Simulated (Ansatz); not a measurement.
# Si8O15: the cost of one run

Program: Ansatz 0.2.0. Level of theory: DFT PBEsol, plane waves, PAW, scalar-relativistic, no spin polarisation. These are calculated values, not measurements.

The COD cell was measured well above room temperature, so it is larger than a cold one.

## Step 1: Starting point

The cell holds 23 atoms (O15Si8): a = 5.925 Å, b = 5.925 Å, c = 5.339 Å, α = 90.00°, β = 90.00°, γ = 90.00°.

Structure file:

```xyz
23
Lattice="-4.1898 -4.1898 0.0000 4.1898 -4.1898 0.0000 0.0000 0.0000 5.3388" Properties=species:S:1:pos:R:3 pbc="T T T"
Si    0.0040   -4.2304    0.0025
Si    2.0952   -2.0825    1.3487
O     1.2864   -2.9184   -0.0284
O     0.8102   -0.8439    1.2994
O    -1.3510   -5.4445    0.0029
O     3.3640   -3.3160    1.3732
Si   -0.0366   -4.1889    2.6351
Si    2.0828   -2.0397    4.0334
O     1.2930   -2.8929    2.6213
O    -1.2991   -5.4364    2.6331
O     3.4125   -3.3547    4.0347
Si   -0.0170   -0.0148   -0.0016
Si   -2.0996   -2.1114    1.3504
O    -2.8788   -2.9167   -0.0106
O     0.7986   -5.0201    1.3287
O    -1.2560   -1.2459   -0.0198
O    -0.8098   -3.4379    1.3067
Si    0.0200    0.0544    2.6619
Si   -2.1202   -2.1585    4.0311
O    -2.8996   -2.8823    2.6961
O     0.8175   -5.0151    4.0228
O    -1.2578   -1.3181    2.6459
O    -0.8245   -3.3701    3.9862
```

## Step 2: Relaxing end A

The input, input.yaml:

```yaml
crystal:
  lattice:
    - [-4.1898, -4.1898, 0.0]
    - [4.1898, -4.1898, 0.0]
    - [0.0, 0.0, 5.3388]
  atoms:
    - { symbol: Si, position: [0.5043622, 0.5053201, 0.0004749] }
    - { symbol: Si, position: [-0.0015177, 0.4985502, 0.252619] }
    - { symbol: O, position: [0.1947595, 0.5017946, -0.0053192] }
    - { symbol: O, position: [0.0040282, 0.1973989, 0.2433959] }
    - { symbol: O, position: [0.8109533, 0.488506, 0.0005398] }
    - { symbol: O, position: [-0.0057241, 0.7971677, 0.2572071] }
    - { symbol: Si, position: [0.5042586, 0.495517, 0.4935836] }
    - { symbol: Si, position: [-0.0051412, 0.4919637, 0.7554827] }
    - { symbol: O, position: [0.1909298, 0.4995271, 0.490984] }
    - { symbol: O, position: [0.8037959, 0.4937414, 0.49321] }
    - { symbol: O, position: [-0.0068988, 0.8075847, 0.7557237] }
    - { symbol: Si, position: [0.0037987, -0.0002631, -0.0002936] }
    - { symbol: Si, position: [0.5025224, 0.001405, 0.2529457] }
    - { symbol: O, position: [0.6916161, 0.00453, -0.0019917] }
    - { symbol: O, position: [0.5037852, 0.6943799, 0.248876] }
    - { symbol: O, position: [0.2985681, -0.00121, -0.0037031] }
    - { symbol: O, position: [0.5069179, 0.3136328, 0.2447534] }
    - { symbol: Si, position: [-0.0088837, -0.0040992, 0.4985953] }
    - { symbol: Si, position: [0.510607, 0.0045738, 0.7550495] }
    - { symbol: O, position: [0.6899997, -0.0020569, 0.5049929] }
    - { symbol: O, position: [0.5009331, 0.696053, 0.7535085] }
    - { symbol: O, position: [0.307399, 0.0071998, 0.495603] }
    - { symbol: O, position: [0.5005709, 0.3037792, 0.7466453] }
total_charge: 2
basis:
  ecutwfc: 420.0
kpoints:
  mp_grid: { grid: [2, 2, 2] }
hamiltonian:
  xc: pbesol
  pseudopotentials: { kind: paw, azcp: { folder: soft_1 } }
scf:
  occupations: { method: gaussian, width: 0.05 }
  lower_state_search: "off"
relax:
  f_tol: 0.03
  max_steps: 60
  adjacent_minimum: "off"
output:
  write_density: true
  write_potential: true
  elf: true
  volumetric_format: npy
```

Started as:

```
$ ansatz run input.yaml --threads 1 --pin off --max-ram 3072MiB --backend cpu --events-out ev --progress --plain --runs-dir out
```

**Question.** How long does this run take on 1 thread of Arm Neoverse V2, shared host, and how much memory does it need?

About 45 s, with a peak of 0.44 GiB.
